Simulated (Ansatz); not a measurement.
# Au (Fm-3m) in Ansatz: further runs

One crystal, Au, is run at these levels: PBE; tasks: single point.

Program: Ansatz 0.2.0. These are calculated values, not measurements. Logs are shortened: lines on timing, memory, paths and dates and some standing lists are left out, and cuts for length are marked.

## Step 1: The structure

The structure is cubic, space group Fm-3m (No. 225). Conventional cell: a = 4.070 Å, b = 4.070 Å, c = 4.070 Å, α = 90.00°, β = 90.00°, γ = 90.00°. Au (site symmetry m-3m) is surrounded by 12 Au at 2.88 Å.

## Step 2: Single point, PBE

input.yaml reads:

```yaml
crystal:
  lattice:
    - [0.0, 2.035, 2.035]
    - [2.035, 0.0, 2.035]
    - [2.035, 2.035, 0.0]
  atoms:
    - { symbol: Au, position: [0.0, 0.0, 0.0] }
kpoints:
  mp_grid: { grid: [4, 4, 4] }
scf:
  occupations: { method: fermi_dirac, width: 0.02 }
hamiltonian:
  xc: pbe
  pseudopotentials: { kind: all_electron, lapw: { basis_error: 0.004 } }
output:
  forces: true
  stress: true
  eigenvalues: true
```

Potentials or basis: all-electron LAPW, scalar-relativistic.

Launch:

```bash
$ ansatz run input.yaml --threads 1 --pin off --max-ram 3072MiB --backend cpu --events-out ev --progress --plain --runs-dir out
```

The program printed:

```text
Warning: RAYON_NUM_THREADS=1 ignored (pool sized by the plan → 1); use --threads N
LAPW: plane waves up to 7.495 Å⁻¹, error target 4.0e-3 eV per atom; small_component_spin mean_spin; Au in spheres of 1.439 Å, 33 of its electrons in bands, Dirac shells [] (how accurate: hamiltonian.pseudopotentials.lapw.basis_error, Limitations)
Engine: ansatz 0.2.0, aarch64-unknown-linux-gnu
Pseudopotentials: kind: all_electron
Pseudopotential: Au, LAPW, valence charge 33, lapw/all_electron/scalar/gaussian/Au, Koelling and Harmon's equation, gaussian nucleus
Functional definition: PBE
  parameter kappa = 0.804
  parameter beta = 0.06672455060314922
  exchange = pbe_x(kappa = kappa, mu = beta*pi^2/3)
  correlation = pbe_c(beta = beta)
Crystal: 1 atoms, lattice volume = 16.855 Å³
Basis set: ecut = 214.02076375344106 eV, 113 PW (Γ), exchange–correlation at level 2
Bands: 21, of which v1, the nominal top of the filled ones, is band 17 counted from 1 (16 counted from 0)
Symmetry: 48 space group operations
Space group: Fm-3m (ITA 225), of the structure as read, at distance tolerance 2.6e-5 Å
k-points: 8 of 64
Non-local potential: Au, projectors of the file, none
Initial density: superposition of atomic densities (chi_scale 0.1, normalization cell)
Initial wavefunctions: plane waves of lowest kinetic energy (no species holds an atomic orbital)
Functional: x = pbe(κ = 0.804, μ = 0.2195149727645171), c = pbe(β = 0.06672455060314922)
iter 1 solved again at ethr=1.53e-4 eV; its pass at ethr=1.00e-1 eV (dr2=5.05e-2 eV) is discarded
SCF iter   1: F=—  HF=-517224.885556 eV  |F-HF|=—  |Δ(HF+E_count)|=         —  Δρ=2.25e-2  dr2=5.08e-2  ethr=1.53e-4  ⟨swp⟩=3.1  Hψ=1129  notcnv=0
preconditioner: auto → none  [insulator: Δε(μ)=0.627 eV  Ē_g=15.754 eV  σ=0.020 eV  W_gap=0.67  n_scr=8 (ndim 8)  ℏωp=30.0 eV  f_vac=0.005  D(μ)=1.04/eV (n_scr^D=14)  ε∞_Penn≈4.6]
iter 2 solved again at ethr=1.11e-6 eV; its pass at ethr=1.53e-4 eV (dr2=3.66e-4 eV) is discarded
SCF iter   2: F=—  HF=-517224.660957 eV  |F-HF|=—  |Δ(HF+E_count)|=   2.25e-1  Δρ=2.10e-3  dr2=3.67e-4  ethr=1.11e-6  ⟨swp⟩=2.2  Hψ=890  notcnv=0
SCF iter   3: F=—  HF=-517224.639360 eV  |F-HF|=—  |Δ(HF+E_count)|=   2.16e-2  Δρ=3.71e-3  dr2=1.22e-3  ethr=1.11e-6  ⟨swp⟩=3.0  Hψ=556  notcnv=0
SCF iter   4: F=—  HF=-517224.638144 eV  |F-HF|=—  |Δ(HF+E_count)|=   1.22e-3  Δρ=1.11e-3  dr2=1.06e-4  ethr=1.11e-6  ⟨swp⟩=2.4  Hψ=484  notcnv=0
SCF iter   5: F=—  HF=-517224.638103 eV  |F-HF|=—  |Δ(HF+E_count)|=   4.10e-5  Δρ=1.26e-4  dr2=1.20e-6  ethr=3.22e-7  ⟨swp⟩=2.0  Hψ=479  notcnv=0
SCF iter   6: F=—  HF=-517224.638107 eV  |F-HF|=—  |Δ(HF+E_count)|=   4.08e-6  Δρ=3.42e-5  dr2=9.57e-8  ethr=3.64e-9  ⟨swp⟩=2.6  Hψ=485  notcnv=0
SCF iter   7: F=-517224.638107 eV  HF=-517224.638107 eV  |F-HF|=4.54e-9  |Δ(HF+E_count)|=   8.56e-8  Δρ=3.97e-6  dr2=1.46e-9  ethr=2.90e-10  ⟨swp⟩=2.0  Hψ=479  notcnv=0
SCF 1 converged in 7 iterations: F = -517224.638107 eV  dr2 = 1.46e-9
SCF converged after 7 iterations
Free energy (F): -517224.638107 eV
Harris-Foulkes:  -517224.638107 eV  (|F-HF|=4.54e-9)
Internal energy: -517224.636213 eV  (E = F + TS)
E sigma→0 (E₀):  -517224.637160 eV
Entropy (-TS):   -0.001894 eV (-1.894 meV/atom)
Fermi energy:    26.504185 eV
--- Per-component energies (eV) ---
  E_band       = -855.779742
  E_kinetic    = 589522.698604
  E_xc         = -9915.481606
  E_electrostatic = -1096831.853211  (all electrons and nuclei)
  E_smearing   = -0.001894  (= −TS)
  E_closure    = 0.000000  (closes the sum)
  E_atoms      = -517221.663280  (free atoms, spherical and without spin; not in F)
  Σ components = -517224.638107   (vs F -517224.638107, Δ=0.00e0)
  Basis errors (estimates in eV, not in F): energy 7.9e-4 per atom: plane waves 7.6e-4 (3.9e-4 summed), levels above the bands 0.0e0, relativity 2.9e-7, radial functions 2.0e-5, core shells 5.4e-6; eigenvalues (radial functions only) 1.7e-5; not estimated: angular momenta, meshes, grids; target (lapw.basis_error) 4.0e-3; muffin-tin radii Au 1.439 Å
--- Forces (eV/Å), atoms counted from 1 ---
  atom   1  Au     0.00000000    -0.00000000    -0.00000000
  max |Σ_I F_I| component: 4.60e-31 eV/Å
--- Stress (GPa, compression-positive) ---
       12.791808       0.000000      -0.000000
        0.000000      12.791808       0.000000
       -0.000000       0.000000      12.791808
  P = ⅓ Tr σ = 12.7918 GPa (127.918 kbar)
--- Band table (eV; the first three rows and the last of 8) ---
  k-point 0: bands = ["-79.9544", "-52.9726", "-52.9627", "-52.9627", "-52.9627", "-52.9566", "-52.9566", "-52.9566", "-31.2964", "-31.2964", "-31.2964", "15.5650", "20.7895", "20.7895", "20.7895", "22.3417", "22.3417", "39.9995", "44.0684", "44.0684", "44.0684"]
  k-point 1: bands = ["-79.9481", "-52.9723", "-52.9633", "-52.9633", "-52.9627", "-52.9567", "-52.9564", "-52.9564", "-31.4116", "-31.3138", "-31.3138", "17.3815", "20.6515", "21.0746", "21.0746", "22.5081", "22.5081", "36.7950", "41.0962", "45.6078", "45.6078"]
  k-point 2: bands = ["-79.9418", "-52.9721", "-52.9638", "-52.9638", "-52.9627", "-52.9567", "-52.9562", "-52.9562", "-31.5252", "-31.3313", "-31.3313", "18.1207", "20.7517", "20.7517", "23.5685", "23.5685", "24.5254", "28.6891", "39.4646", "42.7502", "42.7502"]
  k-point 7: bands = ["-79.9376", "-52.9719", "-52.9637", "-52.9637", "-52.9635", "-52.9563", "-52.9563", "-52.9563", "-31.4498", "-31.4498", "-31.3859", "19.4890", "20.3098", "20.3098", "22.1827", "23.8996", "30.3420", "31.8904", "31.8904", "35.0449", "48.1548"]
```

It took 2.2 s on 1 thread of Arm Neoverse V1, shared host; peak memory 0.21 GiB.

What came out:

```yaml
Free_energy: -517224.6381 eV
Pressure: 12.8 GPa
Band_gap_on_the_k_mesh: none (metal or under the smearing width)
```

Levels at points of the mesh, in eV from the Fermi level:
| k point | band 13 | band 14 | band 15 | band 16 | band 17 | band 18 | band 19 | band 20 | band 21 |
| --- | --- | --- | --- | --- | --- | --- | --- | --- | --- |
| (0.00, 0.00, 0.00) | -5.71 | -5.71 | -5.71 | -4.16 | -4.16 | 13.50 | 17.56 | 17.56 | 17.56 |
| (0.00, 0.00, -0.50) | -5.75 | -5.75 | -2.94 | -2.94 | -1.98 | 2.18 | 12.96 | 16.25 | 16.25 |
| (0.00, -0.50, -0.50) | -7.82 | -2.98 | -2.61 | -2.61 | 0.02 | 4.92 | 9.09 | 9.09 | 16.34 |

Caveat: the k mesh is coarse (spacing up to 0.67 Å⁻¹), so the values aren't converged; the k mesh is thin for a metal, which can move the energy by tens of meV per atom.

## Step 3: Single point, PBE

input.yaml reads:

```yaml
crystal:
  lattice:
    - [0.0, 2.035, 2.035]
    - [2.035, 0.0, 2.035]
    - [2.035, 2.035, 0.0]
  atoms:
    - { symbol: Au, position: [0.0, 0.0, 0.0] }
kpoints:
  mp_grid: { grid: [11, 11, 11] }
scf:
  occupations: { method: gaussian, width: 0.02 }
hamiltonian:
  xc: pbe
  pseudopotentials: { kind: all_electron, lapw: { basis_error: 0.001 } }
output:
  forces: true
  stress: true
  eigenvalues: true
```

Potentials or basis: all-electron LAPW, scalar-relativistic.

Launch:

```bash
$ ansatz run input.yaml --threads 1 --pin off --max-ram 3072MiB --backend cpu --events-out ev --progress --plain --runs-dir out
```

Wall time 7.9 s (1 thread of Arm Neoverse V1, shared host); peak memory 0.27 GiB.

It converged, with:

```yaml
Free_energy: -517224.8616 eV
Pressure: 10.8 GPa
Band_gap_on_the_k_mesh: none (metal or under the smearing width)
```

Levels at points of the mesh, in eV from the Fermi level:
```tsv
k point	band 18	band 19	band 20	band 21	band 22	band 23	band 24	band 25	band 26
(0.00, 0.00, 0.00)	-4.85	-4.85	-4.85	-3.30	-3.30	14.35	18.41	18.41	18.41
```

The run has no spin-orbit coupling, so splittings on Au are missing.
